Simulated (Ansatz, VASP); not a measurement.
Two plane-wave programs on MgS

```xyz
2
Lattice="3.1792 0.0000 0.0000 0.0000 3.1792 0.0000 0.0000 0.0000 3.1792" Properties=species:S:1:pos:R:3 pbc="T T T"
Mg    0.0000    0.0000    0.0000
S     1.5896    1.5896    1.5896
```

Alike in both runs: task single point; functional LDA; k mesh 14 × 14 × 14; occupations fermi-dirac, width 0.15 eV; no spin polarisation.

|  | VASP | Ansatz |
| --- | --- | --- |
| version | VASP 6.6.1 | Ansatz 0.2.0 |
| potentials or method | VASP PAW LDA potentials, release 64 (Mg, S) | scalar-relativistic, plane waves, PAW |
| plane-wave cutoff (eV) | 520 | 420 |
| valence electrons in the cell | 8 | 16 |

VASP gave:

| Quantity | Value |
| --- | --- |
| gap on the k mesh at the Fermi level (eV) | none |
| pressure (GPa) | 1.8 |

**Question.** Estimate Ansatz's values.

**Answer.** gap on the k mesh at the Fermi level (eV): none; pressure (GPa): 2.4.

A gap of «none» marks a metal or a gap that the smearing closes. The two sets of potentials don't hold the same shells in valence.
